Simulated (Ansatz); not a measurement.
Crystal: SnO2.

```
CELL_PARAMETERS angstrom
-2.00007 2.00007 5.12368
2.00007 -2.00007 5.12368
2.00007 2.00007 -5.12368
ATOMIC_POSITIONS crystal
Sn 0.00000 0.00000 0.00000
Sn 0.75000 0.25000 0.50000
O 0.54652 0.04652 0.50000
O 0.20348 0.20348 0.00000
O 0.95348 0.45348 0.50000
O 0.79652 0.79652 0.00000
```

Measurements of this composition are mostly on another form, of space group No. 136.

| Property | Result |
| --- | --- |
| Program | Ansatz 0.2.0 |
| Task | single point |
| Functional | PBE |
| Potentials or basis | Ansatz PAW |
| Cutoff | 420 eV (not typed: the program's choice for these potentials) |
| k mesh | 9 × 9 × 9 |
| Occupations | fermi-dirac, width 0.05 eV |
| Spin | no spin polarisation |

On this cell: pressure 5.9 GPa; largest force 0.040 eV/Å; band gap on the k mesh 1.65 eV, indirect (least direct gap 2.03 eV).

The same run follows on a disturbed copy (atoms moved at random, drawn with an rms of 0.05 Å):

```
Sn O
1.0
    -2.00007    2.00007    5.12368
     2.00007   -2.00007    5.12368
     2.00007    2.00007   -5.12368
Sn O
2 4
Direct
  0.00225 0.99833 0.00361
  0.75849 0.26852 0.51974
  0.55055 0.03798 0.49811
  0.20208 0.20655 0.00443
  0.95410 0.44149 0.48894
  0.79997 0.79301 0.00148
```

**Question.** What changes?

**Answer.** The energy moves by +17.7 meV/atom; pressure 6.4 GPa; largest force 1.898 eV/Å; band gap on the k mesh 1.62 eV, indirect (least direct gap 1.90 eV).

Forces in eV/Å, atoms in the order of the input:
```
Sn  -0.676  0.094  0.622
Sn  -1.342 -0.276 -1.314
O   -0.005 -0.278  0.221
O   -0.040  0.448  0.217
O    1.057  0.035  0.165
O    1.006 -0.023  0.089
```

Stress tensor (GPa, compression positive):
```
 9.82 -0.04  1.49
-0.04  3.73 -0.10
 1.49 -0.10  5.73
```

Caveats: odd divisions of the mesh miss points on the zone boundary, where band edges often lie, so the gap on the mesh can be too wide; spin-orbit coupling is left out, which moves the levels of the heavy elements.

A k mesh can miss the band edges.
